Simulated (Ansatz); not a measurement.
# Si, single point

System: Si, an experimental structure (space group Imma); the cell holds 2 atoms. The computed pressure is over 10 GPa in size, so the cell is far from the computed equilibrium volume. Source: COD entry 9011656; the sample's temperature and pressure aren't taken into account, and it need not be the stable phase.

The calculation used DFT, PBE, PAW, plane waves, scalar-relativistic in Ansatz development build ahead of 0.2.0.

Input file:

```yaml
crystal:
  lattice:
    - [-2.251, 2.3685, 1.275]
    - [2.251, -2.3685, 1.275]
    - [2.251, 2.3685, -1.275]
  atoms:
    - { symbol: Si, position: [0.807, 0.557, 0.25] }
    - { symbol: Si, position: [0.193, 0.443, 0.75] }
hamiltonian:
  xc: pbe
  pseudopotentials: { kind: paw }
basis:
  ecutwfc: 420
kpoints:
  mp_grid: { grid: [11, 11, 8] }
scf:
  occupations: { method: fermi_dirac, width: 0.1 }
  lower_state_search: "off"
output:
  forces: true
  stress: true
```

Command:
```sh
ansatz run input.yaml --threads 2 --pin off --max-ram 5120MiB --backend cpu --events-out ev --progress --plain --runs-dir out
```

What the program printed (shortened):

```
Warning: crystal.symmetry: narrowed to the stabiliser of the k-point mesh — unitary ops 8 → 2; excluded 6 operations that carry a point of the 11×11×8 mesh (shift [0, 0, 0]) off the mesh (the run samples exactly the mesh kpoints.mp_grid names, as under crystal.symmetry.detect: false, and its converged state has the mesh's symmetry, not the crystal's; [...]
Pseudopotentials: kind: paw
Pseudopotential: Si, paw, valence charge 4, recommended cutoff 420 eV (normal), Si.paw.azcp
Functional definition: PBE
Crystal: 2 atoms, lattice volume = 27.191 Å³
Basis set: ecut = 420 eV, 521 PW (Γ), exchange–correlation on 48×48×48 points (8 copies of the dense FFT grid, shifted against one another)
Bands: 8, of which v1, the nominal top of the filled ones, is band 4 counted from 1 (3 counted from 0)
Symmetry: 2 space group operations
k-points: 485 of 968
Non-local potential: Si, projectors of the file, l = 0: 2, l = 1: 2, l = 2: 2
Initial density: superposition of atomic densities (neutral atoms: chi_scale 0, normalization atom), corrected by the library's trained network
Initial wavefunctions: pseudopotential atomic-orbital guess
Functional: x = pbe(κ = 0.804, μ = 0.2195149727645171), c = pbe(β = 0.06672455060314922)
SCF iter   1: F=—  HF=-1270.882886 eV  |F-HF|=—  |Δ(HF+E_count)|=         —  Δρ=2.20e-3  dr2=9.72e-4  ethr=1.77e-3  ⟨swp⟩=5.1  Hψ=31166  notcnv=0
preconditioner: auto → none  [metal: Δε(μ)=0.008 eV  Ē_g=10.876 eV  σ=0.100 eV  W_gap=0.02  n_scr=4 (ndim 8)  ℏωp=20.1 eV  f_vac=0.000  D(μ)=0.78/eV (n_scr^D=4)  sad-step TF]
SCF iter   2: F=—  HF=-1270.882894 eV  |F-HF|=—  |Δ(HF+E_count)|=   7.92e-6  Δρ=1.30e-3  dr2=3.49e-4  ethr=1.21e-5  ⟨swp⟩=1.6  Hψ=8111  notcnv=0
SCF iter   3: F=—  HF=-1270.882860 eV  |F-HF|=—  |Δ(HF+E_count)|=   3.41e-5  Δρ=5.96e-5  dr2=6.84e-7  ethr=4.36e-6  ⟨swp⟩=2.0  Hψ=5844  notcnv=0
SCF iter   4: F=—  HF=-1270.882863 eV  |F-HF|=—  |Δ(HF+E_count)|=   3.47e-6  Δρ=7.52e-6  dr2=1.49e-8  ethr=8.55e-9  ⟨swp⟩=2.5  Hψ=5982  notcnv=0
iter 5 did not close the SCF: its close was put off for the readings that it lacked (scf_convergence_deferred on its scf_iter line)
SCF iter   5: F=-1270.882863 eV  HF=-1270.882863 eV  |F-HF|=5.37e-10  |Δ(HF+E_count)|=   2.11e-9  Δρ=1.69e-6  dr2=1.05e-9  ethr=1.86e-10  ⟨swp⟩=2.6  Hψ=6022  notcnv=0
SCF iter   6: F=-1270.882863 eV  HF=-1270.882863 eV  |F-HF|=1.79e-10  |Δ(HF+E_count)|=  8.55e-11  Δρ=6.88e-7  dr2=2.53e-10  ethr=1.32e-11  ⟨swp⟩=1.4  Hψ=11672  notcnv=0
SCF 1 converged in 6 iterations: F = -1270.882863 eV  dr2 = 2.53e-10
  greatest PAW one-centre occupation: 0.654 electrons in one spin orbital (limit 2), on the Si atom at site 1 (counted from 0), in its partial waves of l = 0
SCF converged after 6 iterations
Free energy (F): -1270.882863 eV
Harris-Foulkes:  -1270.882863 eV  (|F-HF|=1.79e-10)
Internal energy: -1270.857425 eV  (E = F + TS)
E sigma→0 (E₀):  -1270.870144 eV
Entropy (-TS):   -0.025439 eV (-12.719 meV/atom)
Fermi energy:    11.304043 eV
--- Per-component energies (eV) ---
  E_band       = 43.420696
  E_kinetic    = 86.683870
  E_local      = 3.523632  (includes V_loc(G=0)·N_el)
  E_nonlocal   = 51.958915
  E_hartree    = 1.819389
  E_xc         = -113.559292
  E_vxc        = -97.748851  (∫ρ·V_xc dr)
  E_paw        = -1025.240557  (= ΣΔE_a)
  E_vpaw       = -4.635664  (= ΣTr[D̂ρ^β])
  E_aug_tail   = 0.000013  (compensation charges beyond the density's cutoff)
  E_ewald      = -276.043396
  E_smearing   = -0.025439  (= −TS)
  E_closure    = 0.000000  (closes the sum)
  Σ components = -1270.882863   (vs F -1270.882863, Δ=0.00e0)
--- Forces (eV/Å), atoms counted from 1 ---
  atom   1  Si     0.00284985     0.00914118    -0.00055809
  atom   2  Si    -0.00284985    -0.00914118     0.00055809
  max |Σ_I F_I| component: 0.00e0 eV/Å
--- Stress (GPa, compression-positive) ---
       15.451872       0.145171       0.313338
        0.145171      17.903656      -0.068315
        0.313338      -0.068315      14.182679
  P = ⅓ Tr σ = 15.8461 GPa (158.461 kbar)
```

The mesh has less symmetry than the lattice, which lowers the symmetry of the run.

The run took 3.6 s on 2 threads of Arm Neoverse V1, with other jobs on the host, peak memory 0.38 GiB.
